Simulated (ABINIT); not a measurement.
Ag2O, 6 atoms in the cell. Symmetry: Pn-3m, No. 224, cubic system. Conventional cell: a = 4.718 Å, b = 4.718 Å, c = 4.718 Å, α = 90.00°, β = 90.00°, γ = 90.00°. Ag (site symmetry -3m) has 2 O at 2.04 Å as nearest neighbours. O (site symmetry -43m) is surrounded by 4 Ag at 2.04 Å. 

| Property | Result |
| --- | --- |
| Program | ABINIT 10.8.3 (patched build) |
| Task | single point |
| Functional | PBEsol |
| Potentials or basis | PseudoDojo NC SR PBEsol v0.4.1 standard |
| Cutoff | 1143 eV |
| k mesh | 6 × 6 × 6 |
| Occupations | fermi-dirac, width 0.05 eV |
| Spin | no spin polarisation |

Potentials or basis: PseudoDojo NC SR PBEsol v0.4.1 standard.

Launch:

```bash
$ mpirun --bind-to none -np 4 abinit run.abi > log 2>&1
```

Hardware: 4 MPI ranks on Arm Neoverse V2 (shared host).

Q: Estimate the wall time of this run.

A: Run time: 2 min on 4 MPI ranks on Arm Neoverse V2 (shared host), peak memory 0.52 GiB a rank. Counts: scf iterations 12, mpi ranks 4, k points 20, bands 53, plane waves 9255.
